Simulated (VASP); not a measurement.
# Sm (I4/mmm) in VASP: notebook

Runs on Sm. Level: PBE. Tasks: single point.

All numbers are computed with VASP 6.6.1; they aren't measurements. Logs are shortened: lines on timing, memory, paths and dates and some standing lists are left out, and cuts for length are marked.

## 1. The structure

It takes space group I4/mmm (No. 139, tetragonal). Conventional cell: a = 3.635 Å, b = 3.635 Å, c = 5.122 Å, α = 90.00°, β = 90.00°, γ = 90.00°. Sm (site symmetry 4/mmm) is surrounded by 12 Sm at 3.63 Å.

This isn't the form of Sm at room conditions, which is rhombohedral.

## 2. Single point, PBE, collinear spin, ferromagnetic start

Input file INCAR:

```
SYSTEM = Sm
PREC = Low
ENCUT = 460
EDIFF = 1E-6
ISMEAR = 1
SIGMA = 0.2
LREAL = .False.
LASPH = .True.
NELM = 100
ALGO = Normal
ISIF = 2
LWAVE = .False.
LCHARG = .False.
ISPIN = 2
MAGMOM = 5
LORBIT = 11
LMAXMIX = 6
GGA = PE
ADDGRID = .False.
```

Input file KPOINTS:

```
regular mesh
0
Gamma
  5 5 5
  0 0 0
```

Input file POSCAR:

```
Sm
1.0
   -1.8424340000      1.8281900000      2.5309280000
    1.8521830000     -1.8921630000      2.5832430000
    1.7732950000      1.8230240000     -2.5763240000
Sm
1
Direct
    0.0008670000     -0.0165060000      0.0081580000
```

Potentials or basis: VASP PAW PBE potentials, release 64 (Sm).

Started as:

```bash
cat potpaw_PBE.64/Sm/POTCAR > POTCAR
mpirun -np 1 vasp_std > vasp.out
```

OUTCAR:

```text
SYSTEM = Sm
   PREC = Low
   ENCUT = 460
   EDIFF = 1E-6
   ISMEAR = 1
   LREAL = .False.
   LASPH = .True.
   NELM = 100
   ISIF = 2
   ISPIN = 2
   LORBIT = 11
   GGA = PE

 Found     63 irreducible k-points:

 Following reciprocal coordinates:
            Coordinates               Weight
  0.000000  0.000000  0.000000      1.000000
  0.200000  0.000000  0.000000      2.000000
  0.400000 -0.000000  0.000000      2.000000
  0.000000  0.200000 -0.000000      2.000000
  0.200000  0.200000 -0.000000      2.000000
  0.400000  0.200000  0.000000      2.000000
   k-points           NKPTS =     63   k-points in BZ     NKDIM =     63   number of bands    NBANDS=     15
   number of dos      NEDOS =    301   number of ions     NIONS =      1
   total plane-waves  NPLWV =   8000
   dimension x,y,z NGX =    20 NGY =   20 NGZ =   20
   dimension x,y,z NGXF=    24 NGYF=   24 NGZF=   24
   ions per type =               1
   NGX,Y,Z   is equivalent  to a cutoff of   9.17,  8.99,  9.18 a.u.
   NGXF,Y,Z  is equivalent  to a cutoff of  11.01, 10.79, 11.02 a.u.
 SYSTEM =  Sm
   PREC   = low       normal or accurate (medium, high low for compatibility)
   ISTART =      0    job   : 0-new  1-cont  2-samecut
   ICHARG =      2    charge: 1-file 2-atom 10-const
   ISPIN  =      2    spin polarized calculation?
   LNONCOLLINEAR =      F non collinear calculations
   LSORBIT =      F    spin-orbit coupling
   LASPH  =      T    aspherical Exc in radial PAW
   ENCUT  =  460.0 eV  33.81 Ry    5.81 a.u.   6.34  6.47  6.33*2*pi/ulx,y,z
   NELM   =    100;   NELMIN=  2; NELMDL= -5     # of ELM steps
   EDIFF  = 0.1E-05   stopping-criterion for ELM
   LREAL  =      F    real-space projection
   EDIFFG = 0.1E-04   stopping-criterion for IOM
   NSW    =      0    number of steps for IOM
   IBRION =     -1    ionic relax: 0-MD 1-quasi-New 2-CG
   NFREE  =      0    steps in history (QN), initial steepest desc. (CG)
   ISIF   =      2    stress and relaxation
   ISYM   =      2    0-nonsym 1-usesym 2-fastsym
   POTIM  = 0.5000    time-step for ionic-motion
   TEBEG  =    0.0;   TEEND  =   0.0 temperature during run
   PSTRESS=    0.0 pullay stress
   NELECT =      16.0000    total number of electrons
   NUPDOWN=      -1.0000    fix difference up-down
   EMIN   =  10.00;   EMAX   =-10.00  energy-range for DOS
   EFERMI =   0.00;   METHOD = LEGACY
   ISMEAR =     1;   SIGMA  =   0.20  broadening in eV -4-tet -1-fermi 0-gaus
   EFERMI_NEDOS =   21; number of points for ismear=-14 and -15
   IALGO  =     38    algorithm
   IMIX   =      4    mixing-type and parameters
     AMIX     =   0.40;   BMIX     =  1.00
     AMIX_MAG =   1.60;   BMIX_MAG =  1.00
  volume/ion in A,a.u.               =      33.83       228.31
  Fermi-wavevector in a.u.,A,eV,Ry     =   1.275481  2.410310 22.134673  1.626853
  Thomas-Fermi vector in A             =   2.408191
   LORBIT       =     11    0 simple, 1 ext, 2 COOP (PROOUT), +10 PAW based schemes
   GGA     = PE    functional components
   LHFCALC =     F    Hartree Fock is set to
   AEXX    =    0.0000 exact exchange contribution
   IVDW    =     0    specifies the selected vdW correction
   LEPSILON=     F    determine dielectric tensor
   LRPA    =     F    only Hartree local field effects (RPA)
 spin polarized calculation
 Methfessel and Paxton  Order N= 1 SIGMA  =   0.20
  energy-cutoff  :      460.00
  volume of cell :       33.83
 maximum number of plane-waves:       768
   NGX = 13   NGY = 13   NGZ = 13

 number of electron      16.0000016 magnetization       6.7648240

 Free energy of the ion-electron system (eV)
  ---------------------------------------------------
  ext. energy  EPLUGINS =         0.00000000
  ---------------------------------------------------
  free energy    TOTEN  =        -9.28775421 eV

  energy without entropy =       -9.27121652  energy(sigma->0) =       -9.28224165

 E-fermi :   3.1737     XC(G=0):  -9.7509

 val. band max:        3.1735803106   @ k =   0.0000   0.2000   0.4000
 cond. band min:       3.1762717331   @ k =  -0.4000   0.4000   0.2000
 fundamental gap:      0.0026914225
 Fermi energy:         3.1737101328

 spin component 1

 k-point     1 :       0.0000    0.0000    0.0000
  band No.  band energies     occupation
      1     -36.9008      1.00000
      2     -16.0763      1.00000
      3     -16.0516      1.00000
      4     -16.0374      1.00000
      5      -1.5279      1.00000
      6       2.8297      1.01768
      7       2.9137      1.03467
      8       2.9202      1.03519
      9       2.9236      1.03536
     10       2.9289      1.03546
     11       2.9400      1.03494
     12       2.9523      1.03296
     13       4.5916     -0.00000
     14       4.8965     -0.00000
     15       5.0499     -0.00000

 k-point     2 :       0.2000    0.0000    0.0000
  band No.  band energies     occupation
      1     -36.8634      1.00000
      2     -16.4224      1.00000
      3     -16.1231      1.00000
      4     -16.0969      1.00000
      5      -0.4708      1.00000
      6       2.7496      1.00531
      7       2.7844      1.00947
      8       2.7968      1.01140
      9       2.8881      1.03071
     10       2.9200      1.03518
     11       2.9774      1.02308
     12       2.9931      1.01189
     13       4.3344     -0.00000
     14       5.0456     -0.00000
     15       5.4042     -0.00000

 k-point     3 :       0.4000   -0.0000    0.0000
  band No.  band energies     occupation
      1     -36.8020      1.00000
      2     -16.9827      1.00000
      3     -16.2101      1.00000
      4     -16.1628      1.00000
      5       0.8119      1.00000
      6       2.6693      1.00105
      7       2.6833      1.00143
      8       2.7843      1.00945
      9       2.9253      1.03541
     10       3.0574      0.91156
     11       3.1085      0.76051
     12       3.1205      0.71657
     13       4.3881     -0.00000
     14       4.5507     -0.00000
     15       4.9665     -0.00000

 k-point     4 :       0.0000    0.2000   -0.0000
  band No.  band energies     occupation
      1     -36.8650      1.00000
      2     -16.4234      1.00000
      3     -16.1077      1.00000
      4     -16.0961      1.00000
      5      -0.4911      1.00000
      6       2.7499      1.00534
      7       2.7927      1.01073
      8       2.7984      1.01167
      9       2.8856      1.03019
     10       2.9236      1.03536
     11       2.9827      1.01983
     12       2.9908      1.01386
     13       4.2714     -0.00000
     14       5.1526     -0.00000
     15       5.3109     -0.00000

 k-point     5 :       0.2000    0.2000   -0.0000
  band No.  band energies     occupation
      1     -36.8181      1.00000
      2     -16.7298      1.00000
      3     -16.3318      1.00000
      4     -16.1241      1.00000
      5       0.9423      1.00000
      6       2.6530      1.00072
      7       2.7240      1.00330
      8       2.7428      1.00471
      9       2.7884      1.01006
     10       2.8312      1.01801
     11       3.0546      0.91809
     12       3.0922      0.81507
     13       3.8053     -0.00004
     14       4.5963     -0.00000
     15       5.9510     -0.00000

 k-point     6 :       0.4000    0.2000    0.0000
  band No.  band energies     occupation
      1     -36.7805      1.00000
      2     -16.9453      1.00000
      3     -16.4622      1.00000
      4     -16.2202      1.00000
      5       1.7611      1.00000
      6       2.5960      1.00017
      7       2.6613      1.00087
      8       2.6821      1.00140
      9       2.8048      1.01278
     10       3.0947      0.80726
     11       3.1563      0.57349
     12       3.1964      0.40456
     13       3.6235     -0.00330
     14       4.2516     -0.00000
     15       5.6308     -0.00000

 [... further k-points ...]

 spin component 2

 k-point     1 :       0.0000    0.0000    0.0000
  band No.  band energies     occupation
      1     -34.1694      1.00000
      2     -13.9288      1.00000
      3     -13.8990      1.00000
      4     -13.8838      1.00000
      5      -0.0585      1.00000
      6       5.9805     -0.00000
      7       6.1167     -0.00000
      8       6.2978     -0.00000
      9       6.4583     -0.00000
     10       6.6599     -0.00000
     11       6.7296     -0.00000
     12       6.7634     -0.00000
     13       7.3537      0.00000
     14       7.3636      0.00000
     15       7.3745      0.00000

 k-point     2 :       0.2000    0.0000    0.0000
  band No.  band energies     occupation
      1     -34.1257      1.00000
      2     -14.3159      1.00000
      3     -13.9799      1.00000
      4     -13.9507      1.00000
      5       1.0258      1.00000
      6       5.1803     -0.00000
      7       6.1645     -0.00000
      8       6.4650     -0.00000
      9       6.5144     -0.00000
     10       6.7042     -0.00000
     11       6.7710     -0.00000
     12       6.9106     -0.00000
     13       7.3236      0.00000
     14       7.3634      0.00000
     15       7.4431      0.00000

 k-point     3 :       0.4000   -0.0000    0.0000
  band No.  band energies     occupation
      1     -34.0538      1.00000
      2     -14.9396      1.00000
      3     -14.0749      1.00000
      4     -14.0241      1.00000
      5       2.3258      1.00000
      6       5.4537     -0.00000
      7       5.7839     -0.00000
      8       6.1924     -0.00000
      9       6.3436     -0.00000
     10       6.8528     -0.00000
     11       6.8811     -0.00000
     12       7.1128     -0.00000
     13       7.1348     -0.00000
     14       7.1831      0.00000
     15       7.3707      0.00000

 k-point     4 :       0.0000    0.2000   -0.0000
  band No.  band energies     occupation
      1     -34.1275      1.00000
      2     -14.3196      1.00000
      3     -13.9615      1.00000
      4     -13.9493      1.00000
      5       1.0095      1.00000
      6       5.1465     -0.00000
      7       6.2757     -0.00000
      8       6.4087     -0.00000
      9       6.4883     -0.00000
     10       6.7405     -0.00000
     11       6.7706     -0.00000
     12       6.8863     -0.00000
     13       7.3421      0.00000
     14       7.3684      0.00000
     15       7.3994      0.00000

 k-point     5 :       0.2000    0.2000   -0.0000
  band No.  band energies     occupation
      1     -34.0728      1.00000
      2     -14.6598      1.00000
      3     -14.2115      1.00000
      4     -13.9817      1.00000
      5       2.4750      1.00000
      6       4.6639     -0.00000
      7       5.3689     -0.00000
      8       6.4995     -0.00000
      9       6.6893     -0.00000
     10       6.7591     -0.00000
     11       6.9229     -0.00000
     12       6.9517     -0.00000
     13       7.1774      0.00000
     14       7.2339      0.00000
     15       7.7631      0.00000

 k-point     6 :       0.4000    0.2000    0.0000
  band No.  band energies     occupation
      1     -34.0286      1.00000
      2     -14.8971      1.00000
      3     -14.3575      1.00000
      4     -14.0894      1.00000
      5       3.3436     -0.00163
      6       4.3224     -0.00000
      7       5.6040     -0.00000
      8       6.4777     -0.00000
      9       6.7800     -0.00000
     10       6.8171     -0.00000
     11       6.8929     -0.00000
     12       7.0026     -0.00000
     13       7.1049     -0.00000
     14       7.1252     -0.00000
     15       7.6600      0.00000

 [... further k-points ...]
[... 5 lines left out ...]
  --------------------------------------------------------------------------------------
  -------------------------------------------------------------------------------------
  Total        0.5736037      0.5013026      0.5661038      0.0608068      0.1275079     -0.0028616
  in kB       27.1644146     23.7404157     26.8092374      2.8796540      6.0384507     -0.1355163
  external PRESSURE =      25.9046892 kB  Pullay stress =       0.0000000 kB

 VOLUME and BASIS-vectors are now :
 -----------------------------------------------------------------------------
  energy-cutoff  :      460.00
  volume of cell :       33.83
      direct lattice vectors                 reciprocal lattice vectors
    -1.842434000  1.828190000  2.530928000     0.004892204  0.276448139  0.198983867
     1.852183000 -1.892163000  2.583243000     0.275599134  0.007644485  0.195105370
     1.773295000  1.823024000 -2.576324000     0.281145287  0.279242012  0.002957090

 POSITION                                       TOTAL-FORCE (eV/Angst)
 -----------------------------------------------------------------------------------
      1.83448     -1.84447      2.52178         0.000000     -0.000000      0.000000
 -----------------------------------------------------------------------------------
    total drift:                               -0.000040     -0.000168      0.000070

  FREE ENERGIE OF THE ION-ELECTRON SYSTEM (eV)
  ---------------------------------------------------
  free  energy   TOTEN  =        -9.2877542098 eV

  energy  without entropy=       -9.2712165216  energy(sigma->0) =       -9.28224165

 total charge

# of ion       s       p       d       f       tot
--------------------------------------------------
    1        2.079   5.613   0.462   5.524  13.678

 magnetization (x)

# of ion       s       p       d       f       tot
--------------------------------------------------
    1        0.001  -0.051   0.311   5.519   5.780
```

It took 48 s on 1 thread of Intel Xeon Platinum 8488C (Sapphire Rapids), shared host; peak memory 0.15 GiB.

These settings aren't checked as converged: the numbers below hold their error.

What came out:

* Free energy: -9.2878 eV
* Pressure: 2.6 GPa
* Band gap on the k mesh: none (metal or under the smearing width)
* Net moment: 6.76 μB per cell
* Site moments: Sm +5.78 μB
* Valence electrons inside the program's atomic spheres: Sm 13.68

Caveat: the k mesh is coarse (spacing up to 0.50 Å⁻¹), so the values aren't converged; the magnetic or orbital state may not be the lowest; spin-orbit coupling is left out, which moves the levels of the heavy elements.

[end of part 1 of 2]
